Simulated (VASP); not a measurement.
Cu: relaxation of cell and atoms with r2SCAN+rVV10

The system is Cu.

```
Cu
1.0
     0.00000    1.78483    1.78483
     1.78483    0.00000    1.78483
     1.78483    1.78483    0.00000
Cu
1
Direct
  0.00000 0.00000 0.00000
```

| Item | Value |
| --- | --- |
| Program | VASP 6.6.1 |
| Task | relaxation of cell and atoms |
| Functional | r2SCAN |
| Dispersion | rVV10 |
| Potentials or basis | VASP PAW PBE potentials, release 64 (Cu) |
| Cutoff | 600 eV |
| k mesh | 18 × 18 × 18 |
| Occupations | methfessel-paxton, width 0.1 eV |
| Spin | no spin polarisation |
| Further INCAR settings | ALGO = Normal; EDIFF = 1e-07; IBRION = 2; EDIFFG = -0.005; NSW = 90; ISIF = 3 |

The relaxed volume is 11.37 Å³/atom. The relaxed cell is a = 2.524 Å, b = 2.524 Å, c = 2.524 Å, α = 60.00°, β = 60.00°, γ = 60.00° and the space group after relaxing (to 0.05 Å) is Fm-3m (No. 225). The energy gained by relaxing is 0.0 meV/atom. The ionic steps are 3. The pressure after relaxing is 0.0 GPa and the band gap on the k mesh is none (metal or under the smearing width).

Final structure:
```cif
data_structure
_symmetry_space_group_name_H-M 'P 1'
_symmetry_Int_Tables_number 1
_cell_length_a 2.5237
_cell_length_b 2.5237
_cell_length_c 2.5237
_cell_angle_alpha 60.000
_cell_angle_beta 60.000
_cell_angle_gamma 60.000
_cell_volume 11.37
loop_
_atom_site_label
_atom_site_type_symbol
_atom_site_fract_x
_atom_site_fract_y
_atom_site_fract_z
_atom_site_occupancy
Cu1 Cu 0.00000 0.00000 0.00000 1
```

Levels at points of the mesh, in eV from the Fermi level:
```tsv
k point	band 4	band 5	band 6	band 7	band 8	band 9
(0.00, 0.00, 0.00)	-3.20	-2.33	-2.33	23.73	27.07	27.07
(0.50, 0.00, 0.00)	-1.71	-1.71	-1.13	4.22	22.22	23.80
(0.50, 0.50, 0.00)	-1.55	-1.55	1.59	7.75	14.11	14.11
```

It took 2.8 min on 1 thread of Intel(R) Xeon(R) Platinum 8375C CPU @ 2.90GHz (Ice Lake), on a shared host, peak memory 0.2 GiB.

Caveat: the PAW data sets were made with another functional, which shifts forces and pressure a little.
